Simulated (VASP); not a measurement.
Calculation: TPSS meta-GGA, VASP's PBE PAW potentials (set 64) (plane waves; VASP).

The input files of a VASP run:

POSCAR:
```
BaF2
6.3659750
  0.0000000000   0.5000000248   0.5000000248
  0.5000000248   0.0000000000   0.5000000248
  0.5000000248   0.5000000248   0.0000000000
Ba F
1 2
Cartesian
  0.0000000000   0.0000000000   0.0000000000
  0.2500000124   0.2500000124   0.2500000124
  0.7500000372   0.7500000372   0.7500000372
```

INCAR:
```
SYSTEM = BaF2
PREC = Accurate
ENCUT = 520
EDIFF = 1E-7
NELM = 100
ALGO = Normal
LREAL = .FALSE.
LASPH = .TRUE.
ISMEAR = 0
SIGMA = 0.05
METAGGA = TPSS
LMIXTAU = .TRUE.
LMAXMIX = 4
LWAVE = .FALSE.
LCHARG = .FALSE.
ISIF = 2
```

### KPOINTS
```
K-points
0
G
 6 6 6
0 0 0
```

POTCAR, in this order: Ba_sv F (PBE.64 set). Program: vasp_std.

Output of the run:

OUTCAR:
```
 ion  position               nearest neighbor table
   1  0.000  0.000  0.000-   3 2.76   3 2.76   3 2.76   2 2.76   3 2.76   2 2.76   2 2.76   2 2.76
  LATTYP: Found a face centered cubic cell.
 ALAT       =     6.3659753156
 Subroutine PRICEL returns:
 Original cell was already a primitive cell.
 Subroutine GETGRP returns: Found 48 space group operations
The static configuration has the point symmetry O_h .
The dynamic configuration has the point symmetry O_h .
 Subroutine INISYM returns: Found 48 space group operations
 Subroutine IBZKPT returns following result:
 Found     16 irreducible k-points:

 Following reciprocal coordinates:
            Coordinates               Weight
  0.000000  0.000000  0.000000      1.000000
  0.166667  0.000000  0.000000      8.000000
  0.333333  0.000000  0.000000      8.000000
  0.500000  0.000000  0.000000      4.000000
  0.166667  0.166667  0.000000      6.000000
  0.333333  0.166667  0.000000     24.000000
  0.500000  0.166667  0.000000     24.000000
 -0.333333  0.166667  0.000000     24.000000
 -0.166667  0.166667  0.000000     12.000000
  0.333333  0.333333  0.000000      6.000000
  0.500000  0.333333  0.000000     24.000000
 -0.333333  0.333333  0.000000     12.000000
  0.500000  0.500000  0.000000      3.000000
  0.500000  0.333333  0.166667     24.000000
 -0.333333  0.333333  0.166667     24.000000
 -0.333333  0.500000  0.166667     12.000000
   k-points           NKPTS =     16   k-points in BZ     NKDIM =     16   number of bands    NBANDS=     16
   number of dos      NEDOS =    301   number of ions     NIONS =      3
   total plane-waves  NPLWV =  46656
   dimension x,y,z NGX =    36 NGY =   36 NGZ =   36
   dimension x,y,z NGXF=    72 NGYF=   72 NGZF=   72
   ions per type =               1   2
   PREC   = accura    normal or accurate (medium, high low for compatibility)
   ISTART =      0    job   : 0-new  1-cont  2-samecut
   ICHARG =      2    charge: 1-file 2-atom 10-const
...
```

OSZICAR:
```
       N       E                     dE             d eps       ncg     rms          rms(c)
DAV:   1     0.156119948352E+03    0.15612E+03   -0.13013E+04   512   0.139E+03
DAV:   2    -0.126337724584E+02   -0.16875E+03   -0.16490E+03   672   0.306E+02
DAV:   3    -0.192636067892E+02   -0.66298E+01   -0.66242E+01   632   0.738E+01
DAV:   4    -0.193662281016E+02   -0.10262E+00   -0.10261E+00   736   0.727E+00
DAV:   5    -0.193679301304E+02   -0.17020E-02   -0.17020E-02   672   0.586E-01    0.805E+00
DAV:   6    -0.299933417247E+02   -0.10625E+02   -0.81532E+01   512   0.125E+02    0.727E+00
DAV:   7    -0.298299614631E+02    0.16338E+00   -0.11901E+00   584   0.120E+01    0.475E+00
DAV:   8    -0.303824433550E+02   -0.55248E+00   -0.78634E+00   528   0.191E+01    0.386E+00
DAV:   9    -0.299593256043E+02    0.42312E+00   -0.10038E+00   512   0.779E+00    0.132E+00
DAV:  10    -0.300852438534E+02   -0.12592E+00   -0.38341E-01   528   0.606E+00    0.577E-01
DAV:  11    -0.300986924545E+02   -0.13449E-01   -0.26919E-02   576   0.191E+00    0.576E-01
DAV:  12    -0.301049243370E+02   -0.62319E-02   -0.13997E-01   584   0.294E+00    0.377E-01
DAV:  13    -0.301127662662E+02   -0.78419E-02   -0.20735E-02   560   0.153E+00    0.140E-01
DAV:  14    -0.301123216536E+02    0.44461E-03   -0.15273E-03   512   0.408E-01    0.884E-02
DAV:  15    -0.301127053215E+02   -0.38367E-03   -0.18968E-03   512   0.478E-01    0.125E-02
DAV:  16    -0.301129507795E+02   -0.24546E-03   -0.12834E-04   632   0.157E-01    0.733E-03
DAV:  17    -0.301129639855E+02   -0.13206E-04   -0.28061E-06   568   0.201E-02    0.520E-03
DAV:  18    -0.301129645276E+02   -0.54205E-06   -0.58295E-06   512   0.271E-02    0.244E-03
DAV:  19    -0.301129656578E+02   -0.11302E-05   -0.17808E-06   512   0.149E-02    0.107E-03
DAV:  20    -0.301129658103E+02   -0.15259E-06   -0.75306E-08   464   0.293E-03    0.498E-04
DAV:  21    -0.301129660573E+02   -0.24695E-06   -0.95424E-08   448   0.323E-03    0.149E-04
DAV:  22    -0.301129660900E+02   -0.32694E-07   -0.43046E-08   400   0.245E-03
   1 F= -.30112966E+02 E0= -.30112966E+02  d E =-.913829E-22
```

File OUTCAR:
```
------------------------ aborting loop because EDIFF is reached ----------------------------------------
  FORCE on cell =-STRESS in cart. coord.  units (eV):
  Direction    XX          YY          ZZ          XY          YZ          ZX
  --------------------------------------------------------------------------------------
  Total       -1.0890171     -1.0890171     -1.0890171     -0.0000000      0.0000000      0.0000000
  in kB      -27.0526874    -27.0526874    -27.0526874     -0.0000000      0.0000000      0.0000000
  external PRESSURE =     -27.0526874 kB  Pullay stress =       0.0000000 kB
  volume of cell :       64.50
      direct lattice vectors                 reciprocal lattice vectors
     0.000000000  3.182987658  3.182987658    -0.157085121  0.157085121  0.157085121
     3.182987658  0.000000000  3.182987658     0.157085121 -0.157085121  0.157085121
     3.182987658  3.182987658  0.000000000     0.157085121  0.157085121 -0.157085121
 POSITION                                       TOTAL-FORCE (eV/Angst)
 -----------------------------------------------------------------------------------
      0.00000      0.00000      0.00000         0.000000      0.000000      0.000000
      1.59149      1.59149      1.59149        -0.000000     -0.000000     -0.000000
      4.77448      4.77448      4.77448         0.000000      0.000000      0.000000
 -----------------------------------------------------------------------------------
    total drift:                                0.000000      0.000000      0.000000
  FREE ENERGIE OF THE ION-ELECTRON SYSTEM (eV)
  ---------------------------------------------------
  free  energy   TOTEN  =       -30.1129660900 eV

  energy  without entropy=      -30.1129660900  energy(sigma->0) =      -30.11296609
```
(Selected blocks of OUTCAR.)

OUTCAR:
```
 val. band max:       -2.4955332872   @ k =  -0.1667   0.1667   0.0000

 cond. band min:       4.4493455475   @ k =   0.0000   0.0000   0.0000


 Fermi energy:        -2.1627701364

 k-point     1 :       0.0000    0.0000    0.0000
  band No.  band energies     occupation
      1     -26.0106      2.00000
      2     -21.8943      2.00000
      3     -21.8899      2.00000
      4     -10.8107      2.00000
      5     -10.8107      2.00000
      6     -10.8107      2.00000
      7      -3.7623      2.00000
      8      -3.7623      2.00000
      9      -3.7623      2.00000
     10      -2.5344      2.00000
     11      -2.5344      2.00000
     12      -2.5344      2.00000
     13       4.4493      0.00000
     14       6.6598      0.00000
     15       6.6598      0.00000
     16       8.5373      0.00000

 k-point     2 :       0.1667    0.0000    0.0000
  band No.  band energies     occupation
      1     -25.9755      2.00000
      2     -21.9329      2.00000
      3     -21.9104      2.00000
      4     -10.8449      2.00000
      5     -10.8399      2.00000
      6     -10.8399      2.00000
      7      -3.6663      2.00000
      8      -3.6663      2.00000
      9      -3.5326      2.00000
     10      -2.6929      2.00000
     11      -2.5717      2.00000
     12      -2.5717      2.00000
     13       5.0073      0.00000
     14       6.6543      0.00000
     15       6.6543      0.00000
     16       8.2530      0.00000

 k-point     3 :       0.3333    0.0000    0.0000
  band No.  band energies     occupation
      1     -25.9028      2.00000
      2     -22.0247      2.00000
      3     -21.9442      2.00000
      4     -10.9057      2.00000
      5     -10.8968      2.00000
      6     -10.8968      2.00000
      7      -3.4817      2.00000
      8      -3.4817      2.00000
      9      -3.0633      2.00000
     10      -2.9526      2.00000
     11      -2.6345      2.00000
     12      -2.6345      2.00000
     13       6.0349      0.00000
...
```

Unless said otherwise, spin-orbit coupling is left out, though it shifts the bands of the heavy elements here.

The compound is BaF2 in the fluorite structure. This cell is one point of a volume scan, at 1.06 of the reference volume.
